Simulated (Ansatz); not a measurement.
# Si: the order of phases at one pressure, part 2 of 2

Which of fcc, bcc, hcp, simple hexagonal, graphite, beta tin has the lowest enthalpy for Si at one common pressure? The runs shown use LAPW. Companion runs by PAW are cited.

Ansatz 0.2.0; DFT PBE; a cell built from a prototype (fcc type), not taken from measurement. Earlier steps stand in the parts before.

## 5. Simple hexagonal relaxed under pressure, LAPW

input.yaml reads:

```yaml
crystal:
  lattice:
    - [1.9963126776, 0.0, 0.0]
    - [-0.9981563388, 1.7288574927, 0.0]
    - [0.0, 0.0, 1.9425909555]
  atoms:
    - { symbol: Si, position: [0.0, 0.0, 0.0] }
kpoints:
  mp_grid: { grid: [21, 21, 20] }
scf:
  occupations: { method: fermi_dirac, width: 0.08 }
hamiltonian:
  xc: pbe
  pseudopotentials: { kind: all_electron, lapw: { basis_error: 0.0005 } }
output:
  forces: true
  stress: true
  eigenvalues: true
relax:
  f_tol: 0.005
  max_steps: 12
  cell: { p_target: 460.0, stress_tol: 0.23 }
```

Started as:

```sh
$ ansatz run input.yaml --threads 1 --pin off --max-ram 3584MiB --backend cpu --events-out ev --progress --plain --runs-dir out
```

The program printed:

```text
The last accepted step is kept in <dir> (removed where the run ends without a failure and the disk answers)
LAPW: plane waves up to 10.824 Å⁻¹, error target 5.0e-4 eV per atom; small_component_spin mean_spin; Si in spheres of 0.942 Å, 12 of its electrons in bands, Dirac shells []
Engine: ansatz 0.2.0
Pseudopotentials: kind: all_electron
Pseudopotential: Si, LAPW, valence charge 12, Koelling and Harmon's equation, gaussian nucleus
Functional definition: PBE
  parameter kappa = 0.804
  parameter beta = 0.06672455060314922
  exchange = pbe_x(kappa = kappa, mu = beta*pi^2/3)
  correlation = pbe_c(beta = beta)
Crystal: 1 atoms, lattice volume = 6.705 Å³
Basis set: ecut = 446.34930471877425 eV, 145 PW (Γ), exchange–correlation at level 2
Bands: 10, of which v1, the nominal top of the filled ones, is band 6 counted from 1 (5 counted from 0)
Symmetry: 24 space group operations
Space group: P6/mmm (ITA 191), of the structure as read, at distance tolerance 1.9e-5 Å
k-points: 528 of 8820
Non-local potential: Si, projectors of the file, none
Initial density: superposition of atomic densities (chi_scale 0.1, normalization cell)
Initial wavefunctions: plane waves of lowest kinetic energy (no species holds an atomic orbital)
Functional: x = pbe(κ = 0.804, μ = 0.2195149727645171), c = pbe(β = 0.06672455060314922)
iter 1 solved again at ethr=5.14e-4 eV; its pass at ethr=1.00e-1 eV (dr2=6.16e-2 eV) is discarded
SCF iter   1: F=—  HF=-7885.857816 eV  |F-HF|=—  |Δ(HF+E_count)|=         —  Δρ=4.58e-2  dr2=6.17e-2  ethr=5.14e-4  ⟨swp⟩=2.8  Hψ=39539  notcnv=0
preconditioner: auto → none  [metal: Δε(μ)=0.003 eV  Ē_g=22.488 eV  σ=0.080 eV  W_gap=0.01  n_scr=0 (ndim 8)  ℏωp=28.7 eV  f_vac=0.000  D(μ)=0.39/eV (n_scr^D=2)]
SCF iter   2: F=—  HF=-7885.831260 eV  |F-HF|=—  |Δ(HF+E_count)|=   2.66e-2  Δρ=2.11e-2  dr2=1.03e-2  ethr=5.14e-4  ⟨swp⟩=2.0  Hψ=14766  notcnv=0
iter 3 solved again at ethr=8.24e-7 eV; its pass at ethr=8.62e-5 eV (dr2=9.88e-5 eV) is discarded
SCF iter   3: F=—  HF=-7885.826748 eV  |F-HF|=—  |Δ(HF+E_count)|=   4.51e-3  Δρ=2.06e-3  dr2=9.87e-5  ethr=8.24e-7  ⟨swp⟩=2.3  Hψ=23549  notcnv=0
SCF iter   4: F=—  HF=-7885.826761 eV  |F-HF|=—  |Δ(HF+E_count)|=         —  Δρ=1.06e-4  dr2=4.04e-7  ethr=8.23e-7  ⟨swp⟩=2.0  Hψ=12735  notcnv=0
the basis was enlarged: its passes take 454.6 KiB over the memory plan, 1 of 1 planned eigensolver slots
SCF iter   5: F=-7885.826761 eV  HF=-7885.826761 eV  |F-HF|=2.44e-9  |Δ(HF+E_count)|=   2.17e-7  Δρ=6.84e-6  dr2=1.59e-9  ethr=3.36e-9  ⟨swp⟩=2.3  Hψ=12926  notcnv=0
SCF 1 converged in 5 iterations: F = -7885.826761 eV  dr2 = 1.59e-9
relax step   1: F+E_penalty+E_count = -7885.82676078 eV  Δ(F+E_penalty+E_count) = +0.000e0 eV  max|allowed force component| = 0.000e0 eV/Å  Δτ_max = 0.0000 Å  P = +459.297 GPa  Ω = 6.705 Å³  (5 SCF iters, accepted)
Crystal: 1 atoms, lattice volume = 6.700 Å³
Basis set: ecut = 446.5415533117028 eV, 145 PW (Γ), exchange–correlation at level 2
Initial density: handed on by an earlier stage of this run
Initial wavefunctions: those handed on with the density
iter 1 solved again at ethr=2.32e-9 eV; its pass at ethr=1.00e-1 eV (dr2=2.79e-7 eV) is discarded
SCF iter   1: F=—  HF=-7885.814339 eV  |F-HF|=—  |Δ(HF+E_count)|=         —  Δρ=7.27e-5  dr2=2.83e-7  ethr=2.32e-9  ⟨swp⟩=5.0  Hψ=32270  notcnv=0
preconditioner: auto → none  [metal: Δε(μ)=0.027 eV  Ē_g=22.477 eV  σ=0.080 eV  W_gap=0.09  n_scr=0 (ndim 8)  ℏωp=28.7 eV  f_vac=0.000  D(μ)=0.38/eV (n_scr^D=0)]
iter 2 solved again at ethr=2.15e-10 eV; its pass at ethr=2.32e-9 eV (dr2=2.58e-8 eV) is discarded
SCF iter   2: F=-7885.814339 eV  HF=-7885.814339 eV  |F-HF|=1.30e-8  |Δ(HF+E_count)|=   1.09e-7  Δρ=2.26e-5  dr2=2.57e-8  ethr=2.15e-10  ⟨swp⟩=2.0  Hψ=23358  notcnv=0
SCF 2 converged in 2 iterations: F = -7885.814339 eV  dr2 = 2.57e-8
relax step   2: F+E_penalty+E_count = -7885.81433910 eV  Δ(F+E_penalty+E_count) = +1.242e-2 eV  max|allowed force component| = 0.000e0 eV/Å  Δτ_max = 0.0000 Å  P = +460.231 GPa  Ω = 6.700 Å³  (2 SCF iters, accepted)
Crystal: 1 atoms, lattice volume = 6.701 Å³
Basis set: ecut = 446.49602578204144 eV, 145 PW (Γ), exchange–correlation at level 2
iter 1 solved again at ethr=3.33e-10 eV; its pass at ethr=1.00e-1 eV (dr2=4.00e-8 eV) is discarded
SCF iter   1: F=—  HF=-7885.817282 eV  |F-HF|=—  |Δ(HF+E_count)|=         —  Δρ=2.74e-5  dr2=3.84e-8  ethr=3.33e-10  ⟨swp⟩=4.5  Hψ=28503  notcnv=0
preconditioner: auto → none  [metal: Δε(μ)=0.028 eV  Ē_g=22.475 eV  σ=0.080 eV  W_gap=0.09  n_scr=0 (ndim 8)  ℏωp=28.7 eV  f_vac=0.000  D(μ)=0.38/eV (n_scr^D=0)]
iter 2 solved again at ethr=2.66e-11 eV; its pass at ethr=3.20e-10 eV (dr2=3.19e-9 eV) is discarded
SCF iter   2: F=-7885.817282 eV  HF=-7885.817282 eV  |F-HF|=1.07e-9  |Δ(HF+E_count)|=   1.39e-8  Δρ=8.18e-6  dr2=3.18e-9  ethr=2.66e-11  ⟨swp⟩=2.0  Hψ=23358  notcnv=0
SCF 3 converged in 2 iterations: F = -7885.817282 eV  dr2 = 3.18e-9
relax step   3: F+E_penalty+E_count = -7885.81728222 eV  Δ(F+E_penalty+E_count) = -2.943e-3 eV  max|allowed force component| = 0.000e0 eV/Å  Δτ_max = 0.0000 Å  P = +460.011 GPa  Ω = 6.701 Å³  (2 SCF iters, accepted)
iter 1 solved again at ethr=2.64e-11 eV; its pass at ethr=1.00e-1 eV (dr2=3.17e-9 eV) is discarded
SCF iter   1: F=—  HF=-7885.817282 eV  |F-HF|=—  |Δ(HF+E_count)|=         —  Δρ=8.17e-6  dr2=3.16e-9  ethr=2.64e-11  ⟨swp⟩=3.0  Hψ=28830  notcnv=0  reapply=1
iter 2 solved again at ethr=2.38e-12 eV; its pass at ethr=2.64e-11 eV (dr2=2.86e-10 eV) is discarded
SCF iter   2: F=-7885.817282 eV  HF=-7885.817282 eV  |F-HF|=1.82e-12  |Δ(HF+E_count)|=   2.24e-9  Δρ=2.70e-6  dr2=2.85e-10  ethr=2.38e-12  ⟨swp⟩=2.0  Hψ=23361  notcnv=0
SCF 4 converged in 2 iterations: F = -7885.817282 eV  dr2 = 2.85e-10
relax step   4: F+E_penalty+E_count = -7885.81728226 eV  Δ(F+E_penalty+E_count) = -4.407e-8 eV  max|allowed force component| = 0.000e0 eV/Å  Δτ_max = 0.0000 Å  P = +460.011 GPa  Ω = 6.701 Å³  stress off target by 2.42e-2 GPa  SCF on the basis re-selected at this cell (its energy is not comparable with the rows above)  (2 SCF iters)
basis re-selected at this cell: Δ(F+E_penalty+E_count) = -4.407e-8 eV, ΔP = -0.001 GPa vs the last step (what re-selecting the basis moved, after the strain that the cell walked since its last selection, with what the two solves' SCF thresholds leave and, on support functions, any second-order correction that the steps lacked; it is no measure of the basis error at this ecutwfc). This SCF's stress stands 2.42e-2 GPa from its target on what of the cell is left free (relax.cell.stress_tol is 2.30e-1 GPa) and its largest allowed force component is 0.00e0 eV/Å (relax.f_tol is 5.00e-3 eV/Å): within both
SCF converged after 2 iterations
Free energy (F): -7885.817282 eV
Harris-Foulkes:  -7885.817282 eV  (|F-HF|=1.82e-12)
Internal energy: -7885.809522 eV  (E = F + TS)
E sigma→0 (E₀):  -7885.813402 eV
Entropy (-TS):   -0.007760 eV (-7.760 meV/atom)
Fermi energy:    28.092512 eV
--- Per-component energies (eV) ---
  E_band       = -504.986194
  E_kinetic    = 7964.736240
  E_xc         = -579.464725
  E_electrostatic = -15271.081037  (all electrons and nuclei)
  E_smearing   = -0.007760  (= −TS)
  E_closure    = 0.000000  (closes the sum)
  E_atoms      = -7886.856883  (free atoms, spherical and without spin; not in F)
  Σ components = -7885.817282   (vs F -7885.817282, Δ=0.00e0)
  Basis errors (estimates in eV, not in F): energy 1.7e-4 per atom: plane waves 1.6e-4 (9.1e-5 summed), levels above the bands 2.2e-121, relativity 2.1e-8, radial functions 4.0e-6, core shells 1.2e-12; eigenvalues (radial functions only) 3.6e-7; not estimated: angular momenta, meshes, grids; target (lapw.basis_error) 5.0e-4; muffin-tin radii Si 0.942 Å
--- Forces (eV/Å), atoms counted from 1 ---
  atom   1  Si     0.00000000    -0.00000000     0.00000000
  max |Σ_I F_I| component: 7.19e-33 eV/Å
--- Stress (GPa, compression-positive) ---
      460.024219      -0.000000       0.000000
       -0.000000     460.024219      -0.000000
        0.000000      -0.000000     459.983229
  P = ⅓ Tr σ = 460.0106 GPa (4600.106 kbar)
--- Band table (eV; the first three rows and the last of 528) ---
  k-point 0: bands = ["-105.7995", "-61.5879", "-61.5787", "-61.5787", "5.3426", "35.6255", "41.8870", "44.9961", "44.9961", "51.9729"]
  k-point 1: bands = ["-105.7982", "-61.5948", "-61.5782", "-61.5782", "5.4379", "34.5689", "42.9511", "45.0740", "45.0740", "51.9902"]
  k-point 2: bands = ["-105.7945", "-61.6149", "-61.5766", "-61.5766", "5.7236", "32.4030", "45.1375", "45.3058", "45.3058", "52.0414"]
  k-point 527: bands = ["-105.6633", "-61.8118", "-61.7621", "-61.7621", "26.4849", "26.4849", "28.3311", "29.0267", "29.0267", "41.1473"]
--- Relaxed structure (3 steps of the walk, 3 accepted, 1 SCFs on fresh bases) ---
  F+E_penalty+E_count = -7885.81728226 eV   max|allowed force component| = 0.000e0 eV/Å   (the final SCF, on the basis selected at the relaxed cell)
  cell:  # Å, volume = 6.7012 Å³
    - [1.996125462636219, 0.0, 0.0]
    - [-0.9980627313181095, 1.728695359783931, -1.3243554739766488e-34]
    - [0.0, -1.4880815662818015e-34, 1.941997740468399]
  atoms:
    - { symbol: Si, position: [0.0, 0.0, 0.0] }
```

Wall time 41 s (1 thread of Arm Neoverse V2, shared host); peak memory 0.48 GiB.

The steps of the relaxation:

| step | energy from step 1 (eV/cell) | largest force component (eV/Å) | pressure (GPa) | volume (Å³) |
| --- | --- | --- | --- | --- |
| 1 | 0.0000 | 0.0000 | 459.30 | 6.70 |
| 2 | 0.0124 | 0.0000 | 460.23 | 6.70 |
| 3 | 0.0095 | 0.0000 | 460.01 | 6.70 |
| 4 | 0.0095 | 0.0000 | 460.01 | 6.70 |

Step 1 is the start. Step 4 repeats the geometry before on a plane-wave basis chosen anew for that cell, so the energy can jump there without any move; the table keeps such jumps.

| input's cell | before | after | change |
| --- | --- | --- | --- |
| a (Å) | 1.996 | 1.996 | -0.0 % |
| b (Å) | 1.996 | 1.996 | -0.0 % |
| c (Å) | 1.943 | 1.942 | -0.0 % |
| volume (Å³/atom) | 6.70 | 6.70 | -0.0 % |

This run gives: pressure 460.01 GPa; no gap.

## 6. Graphite at the cell that PAW relaxed, LAPW

input.yaml reads:

```yaml
crystal:
  lattice:
    - [3.1412556635, 0.0, 0.0]
    - [-1.5706278318, 2.7204072044, 0.0]
    - [0.0, 0.0, 3.3745693752]
  atoms:
    - { symbol: Si, position: [0.0, 0.0, 0.25] }
    - { symbol: Si, position: [0.0, 0.0, 0.75] }
    - { symbol: Si, position: [0.3333333333, 0.6666666667, 0.25] }
    - { symbol: Si, position: [0.6666666667, 0.3333333333, 0.75] }
kpoints:
  mp_grid: { grid: [14, 14, 5] }
scf:
  occupations: { method: fermi_dirac, width: 0.08 }
hamiltonian:
  xc: pbe
  pseudopotentials: { kind: all_electron, lapw: { basis_error: 0.0005 } }
output:
  forces: true
  stress: true
  eigenvalues: true
  populations: true
```

Started as:

```sh
$ ansatz run input.yaml --threads 1 --pin off --max-ram 3584MiB --backend cpu --events-out ev --progress --plain --runs-dir out
```

The program printed, cut to the lines that bear on the results:

```text
Si: projections on atomic orbitals take those of the free atom 1s2 2s2 2p6 3s2 3p2, of charge +0.00 (hamiltonian.pseudopotentials.projection_atoms)
LAPW: plane waves up to 12.399 Å⁻¹, error target 5.0e-4 eV per atom; small_component_spin mean_spin; Si in spheres of 0.844 Å, 12 of its electrons in bands, Dirac shells []
[...]
Pseudopotentials: kind: all_electron
Pseudopotential: Si, LAPW, valence charge 12, Koelling and Harmon's equation, gaussian nucleus
Functional definition: PBE
[...]
Crystal: 4 atoms, lattice volume = 28.837 Å³
Basis set: ecut = 585.7658522929247 eV, 925 PW (Γ), exchange–correlation at level 2
Bands: 29, of which v1, the nominal top of the filled ones, is band 24 counted from 1 (23 counted from 0)
Symmetry: 24 space group operations
Space group: P63/mmc (ITA 194), of the structure as read, at distance tolerance 3.1e-5 Å
k-points: 72 of 980
[...]
SCF converged after 8 iterations
Free energy (F): -31536.518330 eV
[...]
E sigma→0 (E₀):  -31536.506784 eV
Entropy (-TS):   -0.023092 eV (-5.773 meV/atom)
Fermi energy:    26.015829 eV
[...]
--- Forces (eV/Å), atoms counted from 1 ---
  atom   1  Si    -0.00000000     0.00000000     0.00000000
  atom   2  Si    -0.00000000    -0.00000000     0.00000000
  atom   3  Si     0.00000000     0.00000000     0.00000000
  atom   4  Si    -0.00000000    -0.00000000     0.00000000
[...]
--- Stress (GPa, compression-positive) ---
      459.335965       0.000000       0.000000
        0.000000     459.335965       0.000000
        0.000000       0.000000     459.565690
  P = ⅓ Tr σ = 459.4125 GPa (4594.125 kbar)
--- Band table (eV; the first three rows and the last of 72) ---
[...]
--- Löwdin populations: 4 sites ---
  site symbol       q [e]
     0     Si     13.8914
     1     Si     13.8914
     2     Si     13.7203
     3     Si     13.7203
  spilling = 0.013868 (of n_electrons = 56.000000)
```

Run time: 37 s. Hardware: 1 thread of Arm Neoverse V2, shared host; peak memory 0.53 GiB.

In short: pressure 459.41 GPa; no gap.

## 7. Beta tin relaxed under pressure, LAPW

input.yaml reads:

```yaml
crystal:
  lattice:
    - [-1.8551476057, 1.8551476057, 0.9812962444]
    - [1.8551476057, -1.8551476057, 0.9812962444]
    - [1.8551476057, 1.8551476057, -0.9812962444]
  atoms:
    - { symbol: Si, position: [-0.375, -0.125, -0.25] }
    - { symbol: Si, position: [0.375, 0.125, 0.25] }
kpoints:
  mp_grid: { grid: [21, 21, 21] }
scf:
  occupations: { method: fermi_dirac, width: 0.08 }
hamiltonian:
  xc: pbe
  pseudopotentials: { kind: all_electron, lapw: { basis_error: 0.0005 } }
output:
  forces: true
  stress: true
  eigenvalues: true
relax:
  f_tol: 0.005
  max_steps: 12
  cell: { p_target: 460.0, stress_tol: 0.23 }
```

Started as:

```sh
$ ansatz run input.yaml --threads 1 --pin off --max-ram 3584MiB --backend cpu --events-out ev --progress --plain --runs-dir out
```

The program printed, cut to the lines that bear on the results:

```text
[...]
LAPW: plane waves up to 10.992 Å⁻¹, error target 5.0e-4 eV per atom; small_component_spin mean_spin; Si in spheres of 0.931 Å, 12 of its electrons in bands, Dirac shells []
[...]
Pseudopotentials: kind: all_electron
Pseudopotential: Si, LAPW, valence charge 12, Koelling and Harmon's equation, gaussian nucleus
Functional definition: PBE
[...]
Crystal: 2 atoms, lattice volume = 13.509 Å³
Basis set: ecut = 460.3522469997833 eV, 311 PW (Γ), FFT grids on a1+a2, a2, a3, exchange–correlation at level 2
Bands: 16, of which v1, the nominal top of the filled ones, is band 12 counted from 1 (11 counted from 0)
Symmetry: 16 space group operations
Space group: I41/amd (ITA 141), of the structure as read, at distance tolerance 2.4e-5 Å
k-points: 726 of 9261
[...]
      460.136847       0.000000       0.000000
        0.000000     460.136847      -0.000000
        0.000000      -0.000000     460.088522
  P = ⅓ Tr σ = 460.1207 GPa (4601.207 kbar)
--- Band table (eV; the first three rows and the last of 726) ---
  k-point 0: bands = ["-106.0182", "-105.8912", "-62.0559", "-62.0559", "-61.8045", "-61.8010", "-61.7897", "-61.7897", "5.2599", "23.5547", "23.5547", "24.3921", "27.9770", "36.9383", "40.3653", "45.5624"]
[...]
--- Relaxed structure (2 steps of the walk, 2 accepted, 1 SCFs on fresh bases) ---
  F+E_penalty+E_count = -15771.35888311 eV   max|allowed force component| = 1.388e-17 eV/Å   (the final SCF, on the basis selected at the relaxed cell)
  cell:  # Å, volume = 13.5004 Å³
    - [-1.8547411020898779, 1.8547411020898779, 0.9811186118265464]
    - [1.8547411020898779, -1.8547411020898779, 0.9811186118265464]
    - [1.8547411020898779, 1.8547411020898779, -0.9811186118265464]
  atoms:
    - { symbol: Si, position: [-0.375, -0.125, -0.24999999999999997] }
    - { symbol: Si, position: [0.375, 0.125, 0.24999999999999997] }
```

It took 1.9 min on 1 thread of Arm Neoverse V2, shared host; peak memory 1.2 GiB.

Relaxation path:

| step | energy from step 1 (eV/cell) | largest force component (eV/Å) | pressure (GPa) | volume (Å³) |
| --- | --- | --- | --- | --- |
| 1 | 0.0000 | 0.0000 | 459.24 | 13.51 |
| 2 | 0.0240 | 0.0000 | 460.12 | 13.50 |
| 3 | 0.0240 | 0.0000 | 460.12 | 13.50 |

Step 1 is the start. Step 3 repeats the geometry before on a plane-wave basis chosen anew for that cell, so the energy can jump there without any move; the table keeps such jumps.

| input's cell | before | after | change |
| --- | --- | --- | --- |
| a (Å) | 2.801 | 2.800 | -0.0 % |
| b (Å) | 2.801 | 2.800 | -0.0 % |
| c (Å) | 2.801 | 2.800 | -0.0 % |
| volume (Å³/atom) | 6.75 | 6.75 | -0.1 % |

This run gives: pressure 460.12 GPa; no gap.

## 8. All runs together

Rows by PAW come from runs of the same series that aren't printed here.

Enthalpy per atom, H = F + pV at p = 460 GPa, from each method's lowest phase:

```
             method             start  space group, start → end  volume (Å³/atom)  pressure (GPa)  enthalpy (meV/atom)
               LAPW               fcc             Fm-3m → Fm-3m             6.203           460.0                  0.0
               LAPW               bcc             Im-3m → Im-3m             6.253           460.0                488.6
               LAPW               hcp       P6_3/mmc → P6_3/mmc             6.250           460.0                215.8
               LAPW  simple hexagonal           P6/mmm → P6/mmm             6.701           460.0               1876.6
LAPW, at PAW's cell          graphite                  P6_3/mmc             7.209           459.4               5023.1
               LAPW          beta tin       I4_1/amd → I4_1/amd             6.750           460.1               2155.1
                PAW               fcc             Fm-3m → Fm-3m             6.206           460.0                  0.0
                PAW               bcc             Im-3m → Im-3m             6.254           460.0                488.7
                PAW               hcp       P6_3/mmc → P6_3/mmc             6.252           460.0                216.6
                PAW  simple hexagonal           P6/mmm → P6/mmm             6.705           460.1               1887.6
                PAW          graphite       P6_3/mmc → P6_3/mmc             7.209           460.0               5035.3
                PAW          beta tin       I4_1/amd → I4_1/amd             6.754           460.1               2167.0
```

## 9. Summary of results

This closing draws on all 2 parts.

```
     quantity                          value
     pressure                        460 GPa
lowest (LAPW)  fcc, 215.8 meV/atom under hcp
 lowest (PAW)  fcc, 216.6 meV/atom under hcp
```

In words: By LAPW the order is fcc < hcp < bcc < simple hexagonal < beta tin < graphite. By PAW the order is fcc < hcp < bcc < simple hexagonal < beta tin < graphite. The methods agree on the lowest phase. Only these structures were tried, with electrons smeared by 0.08 eV and without vibrations, so the true ground state may be another. The k meshes differ between phases and weren't tested, which can move differences by some meV.
